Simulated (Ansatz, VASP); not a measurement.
## One calculation of Fe, two programs

```
Fe
1.0
     0.00000    1.92871    1.95192
     1.48838    0.00000    1.95192
     1.48838    1.92871    0.00000
Fe
1
Direct
  0.00000 0.00000 0.00000
```

Change from the starting cell: volume scaled by 0.98.

Alike in both runs: task single point; functional LDA; k mesh 13 × 13 × 13; occupations fermi-dirac, width 0.05 eV; collinear spin.

```csv
,VASP,Ansatz
version,VASP 6.6.1,Ansatz 0.2.0
potentials or method,"VASP PAW LDA potentials, release 64 (Fe), cutoff 520 eV","all-electron LAPW, scalar-relativistic"
```

Ansatz gave:

```
gap on the k mesh at the Fermi level (eV)                     : none
pressure (GPa)                                                : -15.7
largest component of the traceless stress (GPa)               : 6.15
net moment per atom (μB)                                      : 2.10
size of the moment on the site where the two differ most (μB) : 2.13
```

Q: What did VASP give for the same quantities?

A: gap on the k mesh at the Fermi level (eV): none; pressure (GPa): -16.3; largest component of the traceless stress (GPa): 6.27; net moment per atom (μB): 2.07; size of the moment on the site where the two differ most (μB): 2.04.

Site moments also hang on the region over which each program counts them. A gap of «none» marks a metal or a gap that the smearing closes. Ansatz ran all-electron here, so the differences hold the error of VASP's frozen core and of both bases.

Caveats: so large a pressure means that the cell lies far from this level's equilibrium, or that cutoff or potentials fall short (VASP).
